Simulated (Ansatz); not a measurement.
## BP under strain

Level of theory: Ansatz 0.2.0, DFT PBEsol, scalar-relativistic, plane waves, PAW. Settings: 420 eV cutoff, 8×8×6 k-mesh, Gaussian smearing of 0.02 eV, no spin polarisation.

The relaxed crystal:

```
B P
1.0
     2.26010    2.26010    0.00000
    -2.26010    2.26010    0.00000
     0.00000    0.00000    4.52020
B P
2 2
Cartesian
  0.0000 0.0000 0.0000
  0.0000 2.2601 2.2601
  1.1301 1.1301 3.3902
  -1.1301 1.1301 1.1301
```

Deformation: uniaxial strain along a, with the lengths of b and c and the atoms relaxed and the angles held, all within the symmetry that the strain leaves. Energies are extrapolated to zero smearing. Stress is positive in compression, on the Cartesian axes of the cell above. Gaps are Kohn–Sham gaps over the whole zone.

Strains computed: -4.5, -3.0, -1.5, +1.5, +3.0, +4.5 %.

(1) At which strain does the energy stand 30.6 meV/atom over the relaxed crystal with σxx = 9.75, σyy = 9.75, σzz = 0.00, σyz = 0.00, σxz = 0.00, σxy = 9.75 GPa?

## Answers

(1) -4.5 %. The gap there is 0.53 eV against 1.11 unstrained.